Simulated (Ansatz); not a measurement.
**AlN: where the heat goes in a short trajectory**

Method: DFT PBE, scalar-relativistic, plane waves, PAW (Ansatz). Cutoff 420 eV, shifted (0.5, 0.5, 0.5 steps) 2×2×2 k-points, Fermi–Dirac smearing of 0.039 eV. The mesh is coarse. No spin polarisation.

16 atoms start on the lattice sites below (V = 168.3 Å³, 1.01 times the source cell's; static pressure 2.80 GPa, largest force component 0.02 eV/Å) with velocities drawn for 450 K; Nosé–Hoover thermostat aiming at the same temperature, fixed cell, 93 steps of 2 fs.

```yaml
crystal:
  lattice:
    - [-4.38250, 4.38250, 0.00000]
    - [-4.38250, 0.00000, 4.38250]
    - [0.00000, 4.38250, 4.38250]
  atoms:
    - { symbol: Al, position: [0.00000, 0.00000, 0.00000] }
    - { symbol: Al, position: [0.50000, 0.00000, 0.00000] }
    - { symbol: Al, position: [0.00000, 0.50000, 0.00000] }
    - { symbol: Al, position: [0.00000, 0.00000, 0.50000] }
    - { symbol: Al, position: [0.50000, 0.50000, 0.00000] }
    - { symbol: Al, position: [0.50000, 0.00000, 0.50000] }
    - { symbol: Al, position: [0.00000, 0.50000, 0.50000] }
    - { symbol: Al, position: [0.50000, 0.50000, 0.50000] }
    - { symbol: N, position: [0.62500, 0.62500, 0.12500] }
    - { symbol: N, position: [0.12500, 0.62500, 0.12500] }
    - { symbol: N, position: [0.62500, 0.12500, 0.12500] }
    - { symbol: N, position: [0.62500, 0.62500, 0.62500] }
    - { symbol: N, position: [0.12500, 0.12500, 0.12500] }
    - { symbol: N, position: [0.12500, 0.62500, 0.62500] }
    - { symbol: N, position: [0.62500, 0.12500, 0.62500] }
    - { symbol: N, position: [0.12500, 0.12500, 0.62500] }
```

| t (fs) | T (K) | kinetic energy (meV/atom) | potential energy over the first frame (meV/atom) | P with the kinetic part (GPa) |
| --- | --- | --- | --- | --- |
| 0.0 | 450 | 54.5 | 0.0 | 3.39 |
| 12.0 | 109 | 13.2 | 41.9 | 3.84 |
| 24.0 | 284 | 34.4 | 20.8 | 3.04 |
| 36.0 | 93 | 11.2 | 45.2 | 3.77 |
| 48.0 | 321 | 38.9 | 18.3 | 3.40 |
| 60.0 | 232 | 28.1 | 32.0 | 3.85 |
| 72.0 | 269 | 32.6 | 29.4 | 3.71 |
| 84.0 | 271 | 32.8 | 32.2 | 3.65 |
| 96.0 | 308 | 37.4 | 30.2 | 3.74 |
| 108.0 | 279 | 33.8 | 36.6 | 3.55 |
| 120.0 | 217 | 26.3 | 46.0 | 3.57 |
| 132.0 | 272 | 33.0 | 41.0 | 3.65 |
| 144.0 | 362 | 43.9 | 32.3 | 4.35 |
| 156.0 | 448 | 54.3 | 24.0 | 3.90 |
| 168.0 | 255 | 30.9 | 49.3 | 4.20 |
| 180.0 | 325 | 39.4 | 42.0 | 3.38 |

T counts 3N − 3 degrees of freedom. Means over every step of the second half, not only the rows shown: T = 308 K, kinetic energy 37.3 meV/atom, potential energy 38.1 meV/atom, P = 3.79 GPa.

Q: Does the potential energy follow equipartition for harmonic vibrations?

A: In a harmonic crystal each vibration holds as much potential as kinetic energy on average, here 37.3 meV/atom. The run has 38.1, a ratio of 1.02. That is near one, as for a crystal vibrating about its sites. So short a run gives a rough mean. T is still well under the temperature that the thermostat aims for.

Q: Split the rise of pressure into the kinetic part and the rest. Can a thermal Grüneisen parameter be estimated?

A: The program counts the kinetic part as N k_B T/V = 0.40 GPa. The pressure lies 1.00 GPa over the static one in all, so the forces add 0.59 GPa. For a harmonic mode with ω ∝ V^(−γ) and an amplitude that scales with the cell, the forces add (2γ − 2/3)U/V, which needs no equipartition; when U equals the kinetic energy K, this and the kinetic part 2K/(3V) sum to the Mie–Grüneisen γE_th/V. With U = N × 38.1 meV, γ = 1/3 + V ΔP_forces/(2U) = 0.84, for harmonic vibrations a mean over the modes weighted by their potential energy, for uniform scaling of the cell (in a layered or otherwise anisotropic crystal this differs from γ under hydrostatic pressure). Most solids fall between 1 and 3, and tetrahedral, framework and layered ones often lower; anharmonic motion and pressure swings in a cell of 16 atoms make this value uncertain by tenths or more.